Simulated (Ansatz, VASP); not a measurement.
## Two plane-wave programs on CuO

INCAR

```
SYSTEM = CuO
ALGO = Normal
EDIFF = 1E-6
ENCUT = 520
GGA = PE
ISIF = 2
ISMEAR = 0
LASPH = .TRUE.
LCHARG = .TRUE.
LELF = .TRUE.
LREAL = .FALSE.
LVHAR = .TRUE.
LWAVE = .FALSE.
NBANDS = 16
NELM = 100
PREC = Accurate
SIGMA = 0.1
```

Contents of KPOINTS:

```
k-points
0
G
  18 18 18
  0 0 0
```

The input POSCAR:

```
CuO
1.0
    0.0000000000      2.1885865368      2.1885865368
    2.1885865368      0.0000000000      2.1885865368
    2.1885865368      2.1885865368      0.0000000000
Cu O
1 1
Direct
    0.0000000000      0.0000000000      0.0000000000
    0.5000000000      0.5000000000      0.5000000000
```

Input for Ansatz:

```yaml
crystal:
  lattice:
    - [0.0, 2.1885865368, 2.1885865368]
    - [2.1885865368, 0.0, 2.1885865368]
    - [2.1885865368, 2.1885865368, 0.0]
  atoms:
    - { symbol: Cu, position: [0.0, 0.0, 0.0] }
    - { symbol: O, position: [0.5, 0.5, 0.5] }
basis:
  ecutwfc: 420
kpoints:
  mp_grid: { grid: [18, 18, 18] }
hamiltonian:
  xc: pbe
scf:
  occupations: { method: gaussian, width: 0.1 }
output:
  forces: true
  stress: true
  eigenvalues: true
```

Alike in both runs: task single point; functional PBE; k mesh 18 × 18 × 18; occupations gaussian, width 0.1 eV; no spin polarisation.

|  | VASP | Ansatz |
| --- | --- | --- |
| version | VASP 6.6.1 | Ansatz 0.2.0 |
| potentials or method | VASP PAW PBE potentials, release 64 (Cu, O) | scalar-relativistic, plane waves, PAW |
| plane-wave cutoff (eV) | 520 | 420 |
| valence electrons in the cell | 17 | 25 |

|  | VASP | Ansatz | Ansatz less VASP |
| --- | --- | --- | --- |
| gap on the k mesh at the Fermi level (eV) | none | none | - |
| pressure (GPa) | -13.1 | -13.1 | -0.03 |

A gap of «none» marks a metal or a gap that the smearing closes. The two sets of potentials don't hold the same shells in valence.

Caveats: an odd number of electrons without spin polarisation forces a metal; a magnetic or distorted state may lie lower; the run has no spin polarisation, though such a crystal can be magnetic; semilocal functionals often make such compounds metallic where correlation or magnetic order opens a gap, which also shifts bond lengths.
